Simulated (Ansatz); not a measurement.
## SrVO₃: do energies and stresses tell the same story?

All numbers below come from DFT PBEsol, scalar-relativistic, plane waves, PAW (Ansatz).

Plane waves to 420 eV, a k mesh through Γ of 10×10×10 on the computed 5-atom cell and Gaussian smearing (0.10 eV); collinear spin from starting moments 0 0.22 0 0 0 μB.

Relaxed cell: Pm-3m, a = 3.810 Å, b = 3.810 Å, c = 3.810 Å, α = 90.00°, β = 90.00°, γ = 90.00°, 5 atoms in the primitive cell. Whether it is the stable form of this composition wasn't checked.

Energies at zero smearing and pressures from the stress tensor, at volumes with shape and atoms relaxed:
```
V (Å³/atom) E − E(first) (meV/atom) P (GPa)
      9.736                     0.00    33.81
     10.068                   -58.86    23.18
     10.400                   -97.36    14.16
     10.732                  -118.56     6.50
     11.064                  -125.17     0.00
     11.396                  -119.32    -5.52
     11.728                  -102.91   -10.20
     12.170                   -67.36   -15.35
```

Task: Check P = −dE/dV between neighbouring volumes, and get the bulk modulus from the pressures alone.

Result: With 1 eV/Å³ = 160.2 GPa:
```
middle V (Å³/atom)  −ΔE/ΔV (GPa) mean P (GPa)
             9.902        28.411        28.493
            10.234        18.583        18.667
            10.566        10.234        10.329
            10.898         3.193         3.249
            11.230        -2.827        -2.763
            11.562        -7.917        -7.864
            11.949       -12.873       -12.777
```

The two differ by 0.10 GPa at most. The mean of two end pressures misses the average over a step by about ΔV² P″/12, up to 0.14 GPa here; with that taken off 0.06 GPa remains. The stress is the derivative of the free energy, not of the energy at zero smearing, and with free energies 0.02 GPa remains. Around V = 11.064 Å³/atom, the two neighbours give B = −V ΔP/ΔV = 11.064 × 12.02 / 0.664 = 200.4 GPa, against B0 = 199.4 GPa from the Birch–Murnaghan fit of the energies.

Moments started parallel, and an antiferromagnetic order may lie lower.

Only this magnetic start was tried.

Symmetry holds off the tilts and polar distortions that many cubic perovskites undergo.